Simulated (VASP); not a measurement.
# Br (Cmce) in VASP: further runs, part 2 of 2

VASP 6.6.1. The steps go on from the part before.

### 5 Single point, PBE0 (supercell [2, 2, 3], atoms moved at random, drawn with an rms of 0.05 Å)

Input file POSCAR:

```
Br
1.0
    6.7265000000     -4.6451000000      0.0000000000
    6.7265000000      4.6451000000      0.0000000000
    0.0000000000      0.0000000000     26.1069000000
Br
48
Direct
    0.1806670000      0.3208740000      0.1304130000
    0.1767200000      0.3174680000      0.4638800000
    0.1794760000      0.3181290000      0.7971190000
    0.1831140000      0.8181980000      0.1306620000
    0.1814340000      0.8152820000      0.4628130000
    0.1837570000      0.8189140000      0.7963640000
    0.6816370000      0.3148760000      0.1300430000
    0.6777570000      0.3210140000      0.4645240000
    0.6826040000      0.3053040000      0.7964990000
    0.6809190000      0.8171980000      0.1302830000
    0.6908640000      0.8185820000      0.4629330000
    0.6850170000      0.8240940000      0.7974620000
    0.0716260000      0.4260820000      0.2968920000
    0.0716560000      0.4288300000      0.6292480000
    0.0703400000      0.4293390000      0.9632540000
    0.0675480000      0.9328780000      0.2961180000
    0.0658960000      0.9367520000      0.6304020000
    0.0632630000      0.9330880000      0.9627900000
    0.5728720000      0.4310490000      0.2977510000
    0.5714380000      0.4284730000      0.6296730000
    0.5666900000      0.4335520000      0.9622380000
    0.5643360000      0.9307250000      0.2961640000
    0.5655230000      0.9355280000      0.6281390000
    0.5640630000      0.9370720000      0.9630250000
    0.3132130000      0.1831710000      0.2035910000
    0.3205630000      0.1834330000      0.5349310000
    0.3186440000      0.1808650000      0.8708580000
    0.3231480000      0.6777150000      0.2019270000
    0.3172260000      0.6867160000      0.5358980000
    0.3160090000      0.6839870000      0.8705050000
    0.8185760000      0.1853320000      0.2031910000
    0.8134640000      0.1853820000      0.5340470000
    0.8170340000      0.1823470000      0.8683290000
    0.8202950000      0.6811890000      0.2042910000
    0.8150090000      0.6844310000      0.5380340000
    0.8211320000      0.6805760000      0.8682270000
    0.4368190000      0.0710010000      0.0358420000
    0.4334900000      0.0671540000      0.3709460000
    0.4325810000      0.0675700000      0.7024790000
    0.4369360000      0.5651590000      0.0373990000
    0.4408720000      0.5659250000      0.3671330000
    0.4256980000      0.5770530000      0.7021500000
    0.9278590000      0.0665630000      0.0356670000
    0.9325460000      0.0651970000      0.3705780000
    0.9307490000      0.0674440000      0.7030970000
    0.9316990000      0.5645340000      0.0355410000
    0.9361940000      0.5638350000      0.3687110000
    0.9359710000      0.5705270000      0.7032380000
```

Input file INCAR.step1:

```
PREC = Accurate
ENCUT = 520
EDIFF = 1E-5
ISMEAR = 0
SIGMA = 0.05
LREAL = Auto
LASPH = True
NELM = 60
ALGO = Normal
ISIF = 2
LWAVE = True
LCHARG = False
NSIM = 8
GGA = PE
```

Input file INCAR.step2:

```
PREC = Accurate
ENCUT = 520
EDIFF = 1E-5
ISMEAR = 0
SIGMA = 0.05
LREAL = Auto
LASPH = True
NELM = 60
ALGO = Normal
ISIF = 2
LWAVE = False
LCHARG = False
GGA = PE
LHFCALC = True
AEXX = 0.25
PRECFOCK = Fast
HFRCUT = -1
NSIM = 8
ISTART = 1
```

Input file KPOINTS:

```
Automatic mesh
0
Gamma
  1 1 1
```

Potentials or basis: VASP PAW PBE potentials, release 64 (Br).

Started as:

```console
$ cat potpaw_PBE.64/Br/POTCAR > POTCAR
$ cp INCAR.step1 INCAR
$ mpirun -np 1 vasp_gam > vasp.out
$ cp INCAR.step2 INCAR
$ mpirun -np 1 vasp_gam > vasp.out
```

OUTCAR:

```text
PREC = Accurate
   ENCUT = 520
   EDIFF = 1E-5
   ISMEAR = 0
   LREAL = Auto
   LASPH = True
   NELM = 60
   ISIF = 2
   GGA = PE
   LHFCALC = True
   AEXX = 0.25
   PRECFOCK = Fast
   ISTART = 1

 ion  position               nearest neighbor table
   1  0.181  0.321  0.130-  25 2.29
   2  0.177  0.317  0.464-  26 2.26
   3  0.179  0.318  0.797-  27 2.31
   4  0.183  0.818  0.131-  28 2.27
   5  0.181  0.815  0.463-  29 2.27
   6  0.184  0.819  0.796-  30 2.30
[... 40 lines left out ...]
  47  0.936  0.564  0.369-  13 2.26
  48  0.936  0.571  0.703-  14 2.32

  LATTYP: Found a base centered orthorhombic cell.
 ALAT       =     9.2902000000
 B/A-ratio  =     1.4480850789
 C/A-ratio  =     2.8101547868

  Lattice vectors:

 A1 = (  -6.7265000000,  -4.6451000000,   0.0000000000)
 A2 = (   6.7265000000,  -4.6451000000,   0.0000000000)
 A3 = (   0.0000000000,   0.0000000000,  26.1069000000)
[... 252 lines left out ...]

 E-fermi :  -1.5955     XC(G=0):  -6.2151

 val. band max:       -1.8494321424   @ k =   0.0000   0.0000   0.0000
 cond. band min:       2.2610668443   @ k =   0.0000   0.0000   0.0000
 fundamental gap:      4.1104989867
 Fermi energy:        -1.5954997451

 k-point     1 :       0.0000    0.0000    0.0000
  band No.  band energies     occupation
      1     -19.0817      2.00000
      2     -18.9794      2.00000
      3     -18.9352      2.00000
      4     -18.8244      2.00000
      5     -18.7434      2.00000
      6     -18.7103      2.00000
[... 172 lines left out ...]
    179       2.7073      0.00000
    180       2.7255      0.00000
 [bands above 180 left out]

------------------------ aborting loop because EDIFF is reached ----------------------------------------

  FORCE on cell =-STRESS in cart. coord.  units (eV):
  Direction    XX          YY          ZZ          XY          YZ          ZX
  --------------------------------------------------------------------------------------
  -------------------------------------------------------------------------------------
  Total     -321.1342498   -175.4018907      3.2466185     -0.0620984     -1.9940764      0.1243979
  in kB     -315.3753121   -172.2563883      3.1883965     -0.0609848     -1.9583164      0.1221671
  external PRESSURE =    -161.4811013 kB  Pullay stress =       0.0000000 kB

 VOLUME and BASIS-vectors are now :
 -----------------------------------------------------------------------------
  energy-cutoff  :      520.00
  volume of cell :     1631.43
      direct lattice vectors                 reciprocal lattice vectors
     6.726500000 -4.645100000  0.000000000     0.074332863 -0.107640309  0.000000000
     6.726500000  4.645100000  0.000000000     0.074332863  0.107640309 -0.000000000
     0.000000000  0.000000000 26.106900000    -0.000000000  0.000000000  0.038304050

 POSITION                                       TOTAL-FORCE (eV/Angst)
 -----------------------------------------------------------------------------------
      3.37362      0.65128      3.40468        -0.008304      0.185092      0.016423
      3.32416      0.65379     12.11047         0.016222      0.399808     -0.321468
      3.34714      0.64406     20.81031         0.018931     -0.017457      0.307000
      6.73533      2.95003      3.41118        -0.009492      0.285417     -0.162594
      6.70441      2.94429     12.08261         0.023488      0.334504     -0.174460
      6.74447      2.95037     20.79060        -0.005696      0.100290      0.146558
[... 40 lines left out ...]
     10.08995     -1.72964      9.62590         0.007823      0.393547      0.275450
     10.13346     -1.69752     18.35936        -0.040035     -0.092330     -0.429727
 -----------------------------------------------------------------------------------
    total drift:                               -0.006956      0.016965     -0.024916

  FREE ENERGIE OF THE ION-ELECTRON SYSTEM (eV)
  ---------------------------------------------------
  free  energy   TOTEN  =      -152.1671084921 eV

  energy  without entropy=     -152.1671084921  energy(sigma->0) =     -152.16710849
```

Run time: 2.6 min. Hardware: 1 × NVIDIA H100 80GB with 1 thread of AMD EPYC 7R13 (Zen 3), shared host; peak memory 2.8 GiB.

These settings aren't checked as converged: the numbers below hold their error.

What came out:

```yaml
Free_energy: -152.1671 eV
Pressure: -16.1 GPa
Largest_force: 1.749 eV/Å
Band_gap_on_the_k_mesh: 4.11 eV
```

Caveat: the k mesh is coarse (spacing up to 0.82 Å⁻¹), so the values aren't converged, least of all with exact exchange; the PAW data sets were made with another functional, which shifts forces and pressure a little; an odd mesh through Γ misses points on the zone boundary, where band edges often lie.

### 6 Relaxation of cell and atoms, LDA

Input file INCAR:

```
SYSTEM = Br
PREC = Accurate
ENCUT = 600
EDIFF = 1E-7
ISMEAR = 0
SIGMA = 0.02
LREAL = .False.
LASPH = .True.
NELM = 60
ALGO = Fast
ISIF = 3
LWAVE = .False.
LCHARG = .False.
GGA = CA
IBRION = 2
NSW = 40
EDIFFG = -0.02
KPAR = 2
```

Input file KPOINTS:

```
regular mesh
0
Gamma
  6 6 4
  0 0 0
```

Input file POSCAR:

```
Br
1.0
    3.3632500000     -2.3225500000      0.0000000000
    3.3632500000      2.3225500000      0.0000000000
    0.0000000000      0.0000000000      8.7023000000
Br
4
Direct
    0.3651000000      0.6349000000      0.3901000000
    0.1349000000      0.8651000000      0.8901000000
    0.6349000000      0.3651000000      0.6099000000
    0.8651000000      0.1349000000      0.1099000000
```

Potentials or basis: VASP PAW LDA potentials, release 64 (Br).

Started as:

```console
$ cat potpaw_LDA.64/Br/POTCAR > POTCAR
$ mpirun -np 2 vasp_std > vasp.out
```

Run time: 10 min. Hardware: 2 MPI ranks of Intel Xeon Platinum 8488C (Sapphire Rapids), shared host; peak memory 0.27 GiB.

Results (log left out):

```yaml
Free_energy: -8.5153 eV
Relaxed_volume: 27.38 Å³/atom
Relaxed_cell: a = 3.853 Å, b = 3.853 Å, c = 8.431 Å, α = 90.00°, β = 90.00°, γ = 61.06°
Space_group_after_relaxing_to_0.05_Å: Cmce (No. 64)
Energy_gained_by_relaxing: 110.0 meV/atom
Ionic_steps: 21
Pressure_after_relaxing: 0.1 GPa
Largest_force_after_relaxing: 0.013 eV/Å
Band_gap_on_the_k_mesh: 1.09 eV, indirect (least direct gap 1.25 eV)
```

Forces on the atoms (eV/Å):
```
Br   0.000 -0.010 -0.009
Br   0.000  0.010 -0.009
Br   0.000  0.010  0.009
Br   0.000 -0.010  0.009
```

The path:
```
step  energy change (eV)  largest force (eV/Å)  pressure (GPa)  volume (Å³)
   1              0.0000                0.7273           -1.18       135.95
   2             -0.1234                0.2729           -2.08       131.07
   3             -0.2756                0.4192           -3.01       119.92
   4             -0.3413                0.3416           -2.02       115.79
   5             -0.3772                0.3229           -0.58       111.22
   6             -0.3784                0.3329           -0.21       110.20
   7             -0.3784                0.3306           -0.30       110.39
   8             -0.3860                0.2678           -0.21       110.56
   9             -0.3992                0.1571            0.02       111.06
  10             -0.4002                0.1946            0.14       111.27
  11             -0.4065                0.1517           -0.12       111.61
  12             -0.4151                0.0328           -0.82       112.64
  13             -0.4203                0.0582           -0.68       112.26
  14             -0.4306                0.1460           -0.23       111.12
  15             -0.4229                0.3506            0.84       108.76
  16             -0.4326                0.2060            0.07       110.43
  17             -0.4364                0.1383           -0.03       110.24
  18             -0.4391                0.0466           -0.17       109.88
  19             -0.4399                0.0355            0.05       109.52
  20             -0.4399                0.0347            0.11       109.44
  21             -0.4401                0.0133            0.06       109.54
```

Final structure:
```
CELL_PARAMETERS angstrom
3.31895 -1.95743 0.00000
3.31895 1.95743 0.00000
0.00000 0.00000 8.43051
ATOMIC_POSITIONS crystal
Br 0.33736 0.66264 0.37924
Br 0.16264 0.83736 0.87924
Br 0.66264 0.33736 0.62076
Br 0.83736 0.16264 0.12076
```

Levels at points of the mesh, in eV from the valence-band top:
```
           k point  band 11  band 12  band 13  band 14  band 15  band 16  band 17  band 18
(0.00, 0.00, 0.00)    -1.33    -0.91    -0.52     0.00     1.25     2.27     5.71     6.08
(0.50, 0.00, 0.00)    -1.98    -1.98    -0.95    -0.95     2.49     2.49     6.25     6.25
(0.50, 0.50, 0.00)    -2.17    -1.89    -1.12    -0.50     1.11     1.99     5.95     7.51
(0.00, 0.00, 0.50)    -1.11    -1.11    -0.21    -0.21     1.43     1.43     6.35     6.35
(0.50, 0.00, 0.50)    -1.17    -1.17    -0.07    -0.07     1.48     1.48     6.77     6.77
(0.50, 0.50, 0.50)    -1.44    -1.44    -1.43    -1.43     1.27     1.27     7.21     7.21
```

Caveat: the volume moved by over 15 % at a fixed basis, so the end points are rough; the volume moved by -19 % from the deposited cell, more than functionals usually miss. LDA usually gives volumes a few per cent too small.

### 7 Summary

```csv
level,potentials or basis,gap on the mesh (eV),pressure (GPa),relaxed volume (Å³/atom),largest force (eV/Å)
PBE,"VASP PAW PBE potentials, release 64 (Br)",1.37,0.0,39.20,0.01
PBEsol,"VASP PAW PBE potentials, release 64 (Br)",1.24,0.0,30.79,0.01
PBE+D3(BJ),"VASP PAW PBE potentials, release 64 (Br)",1.33,0.0,31.10,0.01
LDA,"VASP PAW LDA potentials, release 64 (Br)",1.09,0.1,27.38,0.01
```

Alike in all rows: task relaxation of cell and atoms; no spin polarisation; cell relaxed; k mesh 6 × 6 × 4; cutoff (eV) 600; smearing gaussian 0.02 eV.

Caveats: the volume moved by over 15 % at a fixed basis, so the end points are rough (some runs); the volume moved by +15 % from the deposited cell, more than functionals usually miss (some runs); the PAW data sets were made with another functional, which shifts forces and pressure a little (some runs); the volume moved by -19 % from the deposited cell, more than functionals usually miss (some runs).

Total energies depend on the potentials used, so only differences within one code and one set of settings carry meaning.
